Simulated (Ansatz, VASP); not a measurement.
# H2CO in VASP and in Ansatz

```
O C H
1.0
     7.87299    0.00000    0.00000
     0.00000    7.87299    0.00000
     0.00000    0.00000    7.87299
O C H
8 8 16
Cartesian
  7.0090 -0.4446 5.5370
  -0.1371 -0.0417 0.8985
  1.5473 4.6010 3.7773
  5.9700 2.5058 4.4561
  2.6127 1.3488 6.5707
  3.7769 6.4485 1.7730
  7.8317 3.4873 0.5541
  4.1086 2.2097 1.7733
  6.1554 -0.0597 6.3092
  1.0151 0.3465 0.8229
  1.2112 5.7660 3.6697
  6.8394 2.1506 3.6772
  2.1615 2.2930 5.9507
  3.9549 5.4017 1.1789
  7.4831 4.5381 0.0625
  3.5446 1.6933 2.7154
  5.8790 1.0134 6.4019
  5.6105 -0.7683 6.9781
  1.2907 1.4003 1.0492
  1.8541 -0.3176 0.5279
  1.9645 6.5560 3.4325
  0.1457 6.0812 3.7534
  7.8015 2.7168 3.5961
  6.7104 1.2755 2.9897
  1.0927 2.6023 6.0359
  2.7784 2.9033 5.2480
  3.7356 5.3220 0.0834
  4.3018 4.4682 1.6739
  7.6046 5.5160 0.5855
  7.0105 4.5838 -0.9491
  4.0111 0.9055 3.3573
  2.5114 2.0047 3.0094
```

Alike in both runs: functional PBE; dispersion D3(BJ); k mesh 1 × 1 × 1; occupations fermi-dirac, width 0.02 eV; no spin polarisation.

Ansatz relaxed the structure, and its values are those at the end. VASP's run is a single point on that final structure, the one shown.

|  | VASP | Ansatz |
| --- | --- | --- |
| version | VASP 6.6.1 | Ansatz 0.2.0 |
| potentials or method | VASP PAW PBE potentials, release 64 (O, C, H) | scalar-relativistic, plane waves, PAW |
| plane-wave cutoff (eV) | 520 | 420 |
| valence electrons in the cell | 96 | 96 |

|  | VASP | Ansatz | Ansatz less VASP |
| --- | --- | --- | --- |
| rms of the force components (eV/Å) | 0.179 | 0.107 | -0.0727 |
| dispersion energy (meV/atom) | -36.3 | -36.3 | -0.01 |

One of these differences is far larger than is usual between the two programs; its cause wasn't traced.

Caveats: the standard files for N, O and F lose accuracy on very short bonds.
